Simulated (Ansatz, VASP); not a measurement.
# Ta: VASP beside Ansatz

Contents of INCAR:

```
SYSTEM = Ta
PREC = Accurate ; ENCUT = 520
EDIFF = 1E-8 ; ISMEAR = -1
SIGMA = 0.03 ; LREAL = .False.
LASPH = .True. ; NELM = 100
ALGO = Normal ; ISIF = 2
LWAVE = .False. ; LCHARG = .False.
GGA = PE ; LEFG = .True.
NBANDS = 12
```

KPOINTS

```
regular mesh
0
Gamma
  13 13 13
  0 0 0
```

File POSCAR:

```
Ta
1.0
    2.7233239419      0.0000000000      0.0000000000
    0.0000000000      2.7233239419      0.0000000000
    0.0000000000      0.0000000000      2.7233239419
Ta
1
Direct
    0.0000000000      0.0000000000      0.0000000000
```

Input for Ansatz:

```yaml
crystal:
  lattice:
    - [2.7233239419, 0.0, 0.0]
    - [0.0, 2.7233239419, 0.0]
    - [0.0, 0.0, 2.7233239419]
  atoms:
    - { symbol: Ta, position: [0.0, 0.0, 0.0] }
kpoints:
  mp_grid: { grid: [13, 13, 13] }
scf:
  occupations: { method: fermi_dirac, width: 0.03 }
hamiltonian:
  xc: pbe
  pseudopotentials: { kind: paw }
output:
  forces: true
  stress: true
  eigenvalues: true
  efg: { contact_densities: true }
```

Change from the starting cell: volume scaled by 0.98, PAW files.

Alike in both runs: task electric field gradients; functional PBE; k mesh 13 × 13 × 13; occupations fermi-dirac, width 0.03 eV; no spin polarisation.

|  | VASP | Ansatz |
| --- | --- | --- |
| version | VASP 6.6.1 | Ansatz 0.2.0 |
| potentials or method | VASP PAW PBE potentials, release 64 (Ta_pv) | PAW with Ansatz's default frozen-core files, scalar-relativistic |
| plane-wave cutoff (eV) | 520 | 420 |
| valence electrons in the cell | 11 | 13 |

```tsv
	VASP	Ansatz	Ansatz less VASP
pressure (GPa)	3.1	3.0	-0.13
Vzz of the field gradient on the site that differs most (V/Å²)	0.0	0.0	0.00
```

The two sets of potentials don't hold the same shells in valence. Ansatz warned: «gradients_without_spin_orbit».

The runs have no spin-orbit coupling, so splittings on Ta are missing.
